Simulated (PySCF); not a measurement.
Runs of PySCF 2.14.0 on CdSe. It takes space group F-43m (No. 216, cubic). Conventional cell: a = 6.141 Å, b = 6.141 Å, c = 6.141 Å, α = 90.00°, β = 90.00°, γ = 90.00°. Cd (site symmetry -43m) has 4 Se at 2.66 Å as nearest neighbours. Around Se (site symmetry -43m) lie 4 Cd at 2.66 Å. Measurements of this composition are mostly on another form, of space group No. 186.

| task | level | potentials or basis | k mesh | smearing | density cutoff | potentials | conv_tol | max_cycle | exxdiv | mesh quality | gap on the mesh (eV) |
| --- | --- | --- | --- | --- | --- | --- | --- | --- | --- | --- | --- |
| atomic charges | B3LYP | DZVP-MOLOPT-HYB/GTH-HYB (UZH) (potentials made for PBE0) | 2 × 2 × 2 | fixed | 75 Ha | Cd GTH-HYB-q12, Se GTH-HYB-q6 | 1e-07 Ha | 60 | ewald | coarse | 1.96 |
| atomic charges | LDA | DZVP-MOLOPT-HYB/GTH-HYB (UZH) (potentials made for PBE0) | 2 × 2 × 2 | fixed | 75 Ha | Cd GTH-HYB-q12, Se GTH-HYB-q6 | 1e-07 Ha | 60 | - | coarse | (a) |
| density of states | PBE | DZVP-MOLOPT-SR/GTH-PBE (potentials made for PBE) | 8 × 8 × 8 | fermi-dirac 0.05 eV | 78 Ha | Cd GTH-PBE-q12, Se GTH-PBE-q6 | 1e-07 Ha | 60 | - | not flagged | 0.55 |
| atomic charges | r2SCAN | DZVP-MOLOPT-HYB/GTH-HYB (UZH) (potentials made for PBE0) | 2 × 2 × 2 | fixed | 75 Ha | Cd GTH-HYB-q12, Se GTH-HYB-q6 | 1e-07 Ha | 60 | - | coarse | 0.72 |
| excitation energies (Tamm-Dancoff) | HF | DZVP-MOLOPT-HYB/GTH-HYB (UZH) (potentials made for PBE0) | 2 × 2 × 2 | fixed | 75 Ha | Cd GTH-HYB-q12, Se GTH-HYB-q6 | 1e-08 Ha | 60 | ewald | coarse | 2.61 |
| atomic charges | r2SCAN0 | DZVP-MOLOPT-HYB/GTH-HYB (UZH) (potentials made for PBE0) | 2 × 2 × 2 | fixed | 75 Ha | Cd GTH-HYB-q12, Se GTH-HYB-q6 | 1e-07 Ha | 60 | ewald | coarse | (b) |

Alike in all rows: no spin polarisation; cell as given.

Problem. Estimate the missing entries.

Solution. (a) 0.17; (b) 2.40.

Caveats: some runs use coarse meshes; the basis of atomic orbitals isn't converged, which shifts pressures, moduli and gaps; on so small a mesh gaps with full-range exact exchange can be off by tenths of an eV to over 1 eV (some runs); meta-GGAs need a finer uniform grid than this (some runs); mesh and basis are far too small for converged many-body values: gaps can be off by tenths of an eV to over 1 eV, and much correlation energy is missing (some runs); the iterative solver can pass over a root and still report convergence (some runs).

A k mesh can miss the band edges, and the runs leave out spin-orbit coupling on Cd, Se.

Not every run made on this cell is shown here.
